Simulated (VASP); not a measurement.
Here is a VASP 6.6.1 calculation.

INCAR

```
SYSTEM = ZrB
PREC     = Accurate       ! precision mode
ENCUT    = 520            ! plane-wave cutoff, eV
EDIFF    = 1E-6           ! SCF threshold, eV
ISMEAR   = 0              ! smearing method
SIGMA    = 0.15           ! smearing width, eV
LREAL    = .FALSE.        ! projectors in reciprocal space
LASPH    = .TRUE.         ! aspherical terms in the spheres
NELM     = 60             ! most SCF steps
ALGO     = Fast           ! electronic algorithm
ISIF     = 2              ! what is computed and relaxed
LWAVE    = .FALSE.        ! write WAVECAR
LCHARG   = .TRUE.         ! write CHGCAR
GGA      = PE             ! functional
LELF     = .TRUE.         ! ELF
LVHAR    = .TRUE.       
NBANDS   = 14             ! bands
```

The input KPOINTS:

```
regular mesh
0
G
  20 20 20
  0 0 0
```

POSCAR

```
ZrB
1.0
   -0.5038604225      2.1023141766      2.1023141766
    2.1023141766     -0.5038604225      2.1023141766
    2.1023141766      2.1023141766     -0.5038604225
Zr B
1 1
Direct
    0.0000000000      0.0000000000      0.0000000000
    0.5000000000      0.5000000000      0.5000000000
```

Potentials or basis: VASP PAW PBE potentials, release 64 (Zr_sv, B).

Launch:

```bash
$ cat potpaw_PBE.64/Zr_sv/POTCAR potpaw_PBE.64/B/POTCAR > POTCAR
$ mpirun -np 1 vasp_std > vasp.out
```

(1) What does it give for the pressure?

(2) Estimate the band gap on the k mesh.

Results:

(1) 30.4 GPa.

(2) none (metal or under the smearing width).

Caveat: a pressure of tens of GPa on the cell as given is suspect, and the run, the potentials or the cell itself is likely at fault.
